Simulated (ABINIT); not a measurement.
Runs of ABINIT 10.8.3 (patched build) on TePt. It takes space group R-3m (No. 166, trigonal). Conventional cell: a = 3.963 Å, b = 3.963 Å, c = 19.983 Å, α = 90.00°, β = 90.00°, γ = 120.00°. Around Pt (site symmetry 3m) lie 3 Te at 2.59 Å and 3 Pt at 2.72 Å. Te (site symmetry 3m) is surrounded by 3 Pt at 2.59 Å. 

```tsv
task	level	potentials or basis	k mesh	cutoff (eV)	bands in the sums	broadening (eV)	scissor shift (eV)	tensor components	fine-grid cutoff	gap on the mesh (eV)	pressure (GPa)	largest force (eV/Å)
single point	LDA	PseudoDojo NC SR LDA v0.4.1 standard	6 × 6 × 6	1088	-	-	-	-	-	none	-2.5	(a)
optical spectrum	PBEsol	PseudoDojo NC SR PBEsol v0.4.1 standard	8 × 8 × 8	1034	46	0.05	0	[11, 33]	-	none	(b)	0.29
single point	PBEsol	PseudoDojo NC SR PBEsol v0.4.1 standard	6 × 6 × 6	1143	-	-	-	-	-	none	0.2	0.32
single point	LDA	JTH PAW LDA v2.0	6 × 6 × 6	435	-	-	-	-	870.764 eV	none	-1.3	0.47
single point	PBEsol	PseudoDojo NC SR PBEsol v0.4.1 standard	6 × 6 × 6	1034	-	-	-	-	-	none	-0.1	0.32
```

Alike in all rows: no spin polarisation; cell as given; smearing fermi-dirac 0.05 eV.

Estimate the missing entries.

(a) 0.33; (b) -0.2.

Caveats: the intraband (Drude) term is left out (some runs); spectra need much finer meshes, so this one isn't converged (some runs).

A k mesh can miss the band edges, and the runs leave out spin-orbit coupling on Pt, Te.

A gap of «none» marks a metal or a gap under the smearing width.

Not every run made on this cell is shown here.
